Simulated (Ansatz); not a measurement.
**TePt: from a first guess to the relaxed wurtzite type**

First guess:

```
CELL_PARAMETERS angstrom
4.47671 0.00000 0.00000
-2.23836 3.87695 0.00000
0.00000 0.00000 7.29704
ATOMIC_POSITIONS crystal
Pt 0.33333 0.66667 0.00000
Pt 0.66667 0.33333 0.50000
Te 0.33333 0.66667 0.37600
Te 0.66667 0.33333 0.87600
```

Theory: Ansatz 0.2.0, DFT, PBE, PAW with Ansatz's default frozen-core files, scalar-relativistic.

Cell and atoms relax within the symmetry of the start on a 9×9×5 k mesh with 0.03 eV Fermi–Dirac smearing.

The start is built from a prototype, known or not as a phase of this compound; the cutoff is 420 eV.

Spin–orbit coupling is left out, though it moves levels of the heavy atoms by tenths of an eV or more.

Q: What is the pressure of the first guess?

A: -7.98 GPa.

Q: What does it relax to?

A: a = 4.117 Å, b = 4.117 Å, c = 7.418 Å, α = 90.00°, β = 90.00°, γ = 120.00° (conventional cell), 27.22 Å³ per atom:
Space group P6_3mc (No. 186). a = 4.117 Å, b = 4.117 Å, c = 7.418 Å, α = 90.00°, β = 90.00°, γ = 120.00°
| atom | site | symmetry | x | y | z |
| --- | --- | --- | --- | --- | --- |
| Pt | 2b | 3m. | 0.3333 | 0.6667 | 0.0107 |
| Te | 2b | 3m. | 0.3333 | 0.6667 | 0.3653 |

Q: How much energy does the relaxation release?

A: 123 meV/atom.
